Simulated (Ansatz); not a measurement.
(Ti,Si) mixing in the structure of Ti

All numbers below come from Ansatz, DFT PBEsol, scalar-relativistic, plane waves, PAW. Run with 420 eV cutoff, 12×12×8 k-mesh, Gaussian smearing of 0.10 eV, no spin polarisation.

Reference structure (relaxed):

```
CELL_PARAMETERS angstrom
2.25765 -3.91036 0.00000
-4.51529 0.00000 0.00000
0.00000 0.00000 -5.59759
ATOMIC_POSITIONS crystal
Ti 0.00000 0.00000 0.50000
Ti 0.00000 0.00000 0.00000
Ti 0.33333 0.66667 0.25000
Ti 0.33333 0.66667 0.75000
Ti 0.66667 0.33333 0.25000
Ti 0.66667 0.33333 0.75000
```

Si takes some of the 6 Ti sites (atoms counted from 1 in the order above); cell and atoms are relaxed within the symmetry of each ordered start. The mixing energy is per mixed site over the two end members in this structure and cell, which needn't be the stable phases, so a gain doesn't show that the mixture is stable. These are small ordered cells, not random alloys.

Give the relaxed cell with Si on sites 6.

```
CELL_PARAMETERS angstrom
2.22824 -3.85942 0.00000
-4.45647 0.00000 0.00000
0.00000 0.00000 -5.47548
ATOMIC_POSITIONS crystal
Ti 0.00000 0.00000 0.50493
Ti 0.00000 0.00000 0.99507
Ti 0.33333 0.66667 0.25000
Ti 0.33333 0.66667 0.75000
Ti 0.66667 0.33333 0.25000
Si 0.66667 0.33333 0.75000
```
Mixing energy -266.4 meV/site, space group P-6m2 (187).

Cost: 8 runs of about 23 core-minutes in all, on Intel Xeon Processor @ 2.50GHz (Skylake/Cascade Lake) (shared hosts).